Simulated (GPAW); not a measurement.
Crystal: Pt.

```
CELL_PARAMETERS angstrom
0.00000 1.96090 1.96090
1.96090 0.00000 1.96090
1.96090 1.96090 0.00000
ATOMIC_POSITIONS crystal
Pt 0.00000 0.00000 0.00000
```

```yaml
Program: GPAW 26.7.0
Task: relaxation of cell and atoms
Functional: PBEsol
Dispersion: D4
Potentials_or_basis: PAW data sets generated in the run's folder for this functional
Cutoff: 600 eV
Basis: pw
k_mesh: 12 × 12 × 12
Occupations: fermi-dirac, width 0.05 eV
Spin: no spin polarisation
```

At the start: pressure -5.2 GPa; volume 15.08 Å³/atom.

Task: How do energy, volume and symmetry change on relaxing?

Result: Over 3 steps the energy falls by 4.6 meV/atom and the volume is 14.81 Å³/atom (-1.8 %); space group Fm-3m (No. 225, to 0.05 Å).

The path:
```csv
step,energy change (eV),largest force (eV/Å),pressure (GPa),volume (Å³)
1,0.0000,0.0000,-5.23,15.08
2,-0.0045,0.0000,0.82,14.76
3,-0.0046,0.0000,-0.03,14.81
```

Final structure:
```
Pt
1.0
     0.00000    1.94898    1.94898
     1.94898    0.00000    1.94898
     1.94898    1.94898    0.00000
Pt
1
Direct
  0.00000 0.00000 0.00000
```

Caveat: later steps reuse the first step's grids; pairwise dispersion overbinds metals, which lowers pressure and volume.
